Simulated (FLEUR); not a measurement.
NaF (Villiaumite) under changes of volume

One of the cells (12.487 Å³/atom); the others are scaled copies at fixed shape and fractional positions:

```
CELL_PARAMETERS angstrom
0.00000 2.32000 2.32000
2.32000 0.00000 2.32000
2.32000 2.32000 0.00000
ATOMIC_POSITIONS crystal
Na 0.00000 0.00000 0.00000
F 0.50000 0.50000 0.50000
```

| Quantity | Value |
| --- | --- |
| Program | FLEUR MaX-R8.1 (later development tree) |
| Functional | Wu-Cohen GGA |
| Potentials or basis | all-electron |
| Basis | FLAPW |
| Kmax | 4.64 1/bohr |
| k mesh | 10 × 10 × 10 |
| Occupations | fermi-dirac, width 0.05 eV |
| Spin | no spin polarisation |

```csv
volume (Å³/atom),energy over the lowest point (meV/atom),gap on the mesh (eV)
11.738,7.65,6.56
11.988,3.35,6.45
12.487,0.00,6.24
12.987,?,?
13.236,5.52,5.96
```

Problem. What does the run at 12.987 Å³/atom give?

Solution. Energy over the lowest point 2.47 meV/atom; gap on the mesh 6.05 eV.

Worked out: A Birch-Murnaghan fit of order 2 (a polynomial in V^(-2/3)) to the other rows has its minimum at 12.51 Å³/atom with B0 = V·E''(V) = 46 GPa. It gives 2.45 meV/atom at 12.987 Å³/atom, against the run's 2.47. A straight line through the other rows of the gap, of slope -4.99 eV per unit of ln V (its deformation potential), gives 6.05 eV, against the run's 6.05.

Energies are extrapolated to zero smearing.

A mesh can miss the band edges.
